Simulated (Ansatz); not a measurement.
Zinc-blende ZnTe was calculated with r²SCAN50 (Ansatz, a first-principles code, PAW).

Settings: plane-wave cutoff 520 eV, 8×8×8 k mesh, Fermi–Dirac smearing 0.01 eV, scalar-relativistic PAW data made under PBE.

Properties against volume:

| V (Å³/atom) | P (GPa) | direct gap at Γ (eV) |
|---|---|---|
| 26.999 | 3.03 | 4.973 |
| 27.709 | 1.39 | 4.813 |
| 28.039 | 0.70 | 4.741 |
| 28.420 | -0.04 | 4.659 |
| 29.130 | -1.30 | 4.511 |
| 29.841 | -2.39 | 4.367 |

A straight line through the gaps at Γ against ln V gives a volume deformation potential dE_g(Γ)/d ln V of -6.0 eV: the gap at Γ widens under compression.

Measured, for comparison: band gap 2.43 eV (zero-point renormalisation of 40 meV (experimental, the table's column) added back here, direct; inputs from Miglio et al. (2020), arXiv:2011.12765).

Spin–orbit coupling is not included; with these elements it can move the gap by several tenths of an eV or more.
